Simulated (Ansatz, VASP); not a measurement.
# AlAs: VASP beside Ansatz

INCAR

```
SYSTEM = AlAs
PREC = Accurate ; ENCUT = 520
EDIFF = 1E-7 ; ISMEAR = 0
SIGMA = 0.05 ; LREAL = .False.
LASPH = .True. ; NELM = 60
ALGO = Normal ; ISIF = 2
LWAVE = .False. ; LCHARG = .False.
LDIPOL = .True. ; IDIPOL = 3
DIPOL = 0.5 0.5 0.312 ; GGA = PE
NBANDS = 16
```

The input KPOINTS:

```
regular mesh
0
Gamma
  9 9 1
  0 0 0
```

Contents of POSCAR:

```
AlAs
1.0
    4.0498608253      0.0000000000      0.0000000000
   -2.0249304126      3.5072823565      0.0000000000
    0.0000000000      0.0000000000     19.5833432591
As Al
2 2
Direct
    0.0000000000      0.0000000000      0.2042552156
    0.3333333333      0.6666666667      0.3841117638
    0.3333333333      0.6666666667      0.2464683540
    0.6666666667      0.3333333333      0.4127662551
```

Input for Ansatz:

```yaml
crystal:
  lattice:
    - [4.0498608253, 0.0, 0.0]
    - [-2.0249304126, 3.5072823565, 0.0]
    - [0.0, 0.0, 19.5833432591]
  atoms:
    - { symbol: As, position: [0.0, 0.0, 0.2042552156] }
    - { symbol: Al, position: [0.3333333333, 0.6666666667, 0.246468354] }
    - { symbol: As, position: [0.3333333333, 0.6666666667, 0.3841117638] }
    - { symbol: Al, position: [0.6666666667, 0.3333333333, 0.4127662551] }
basis:
  ecutwfc: 420
kpoints:
  mp_grid: { grid: [9, 9, 1] }
hamiltonian:
  xc: pbe
  pseudopotentials: { kind: paw, azcp: { folder: soft_1 } }
scf:
  occupations: { method: gaussian, width: 0.05 }
output:
  forces: true
  eigenvalues: true
  write_density: true
  write_potential: true
  elf: true
  volumetric_format: npy
efield:
  axis: 3
  dipole_correction: true
  ramp_width: 0.04
```

Alike in both runs: task single point; functional PBE; k mesh 9 × 9 × 1; occupations gaussian, width 0.05 eV; no spin polarisation.

```csv
,VASP,Ansatz
version,VASP 6.6.1,Ansatz 0.2.0
potentials or method,"VASP PAW PBE potentials, release 64 (As, Al)","scalar-relativistic, plane waves, PAW"
plane-wave cutoff (eV),520,420
valence electrons in the cell,16,36
```

```tsv
	VASP	Ansatz	Ansatz less VASP
gap on the k mesh at the Fermi level (eV)	0.19	0.19	0.000
least direct gap on the mesh (eV)	0.41	0.40	-0.006
rms of the force components (eV/Å)	0.288	0.295	+0.0061
```

The two sets of potentials don't hold the same shells in valence. Ansatz warned: «xc_potential_rough_in_thin_density».
